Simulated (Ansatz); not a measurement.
Co in Ansatz: the effect of Hubbard term

Crystal: Co.

```
Co
1.0
     2.47056    0.00000    0.00000
    -1.23528    2.13957    0.00000
     0.00000    0.00000    8.08823
Co
4
Direct
  0.66667 0.33333 0.75000
  0.00000 0.00000 0.50000
  0.33333 0.66667 0.25000
  0.00000 0.00000 0.00000
```

Alike in all runs:

```yaml
Program: Ansatz 0.2.0
Task: density of states
Functional: PBEsol
Potentials_or_basis: all-electron LAPW, scalar-relativistic
Cutoff: 290 eV (chosen from the basis error)
Basis_error_allowed: 0.002 eV/atom
k_mesh: 12 × 12 × 4
Occupations: fermi-dirac, width 0.05 eV
Spin: collinear spin, ferromagnetic start
Starting_moments: "[2.0, 2.0, 2.0, 2.0] μB"
```

| Hubbard term | pressure (GPa) | moment (μB) |
| --- | --- | --- |
| none | ? | ? |
| Co d U = 2 eV | -2.7 | 7.00 |
| Co d U = 4 eV | 17.0 | 7.10 |

Question: What does the run with Hubbard term none give?

Answer: Pressure -5.8 GPa; moment 6.59 μB.

Caveats: the density of states is complete only up to the lowest level of the last band computed; the magnetic state may not be the lowest (some runs); U is the effective U less J, on atomic orbitals that reach past the spheres (some runs); the U is typed as a test and isn't derived for this compound (some runs).
